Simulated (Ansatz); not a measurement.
TiO, 2 atoms in the cell. The structure is hexagonal, space group P-6m2 (No. 187). The conventional cell has a = 3.009 Å, b = 3.009 Å, c = 2.937 Å, α = 90.00°, β = 90.00°, γ = 120.00°. Ti (site symmetry -6m2) has 6 O at 2.27 Å as nearest neighbours. Around O (site symmetry -6m2) lie 6 Ti at 2.27 Å. The cell comes from a database or a generator and needn't be the stable form of this composition.

- Program: Ansatz 0.2.0
- Task: single point
- Functional: PBEsol
- Potentials or basis: Ansatz PAW
- Cutoff: 420 eV (not typed: the program's choice for these potentials)
- k mesh: 7 × 7 × 6
- Occupations: gaussian, width 0.05 eV
- Spin: collinear spin, program default start

Potentials or basis: Ansatz PAW.

The run is started by

```sh
$ ansatz run input.yaml --threads 2 --pin off --max-ram 5632MiB --backend cpu --events-out ev --progress --plain --runs-dir out
```

Hardware: 2 threads of Arm Neoverse V1, on a shared host.

Problem. Estimate the wall time of this run.

Solution. Wall time 2.1 s on 2 threads of Arm Neoverse V1, on a shared host, peak memory 0.28 GiB. Counts: scf iterations 13, plane waves 405, k points 32, bands 14.
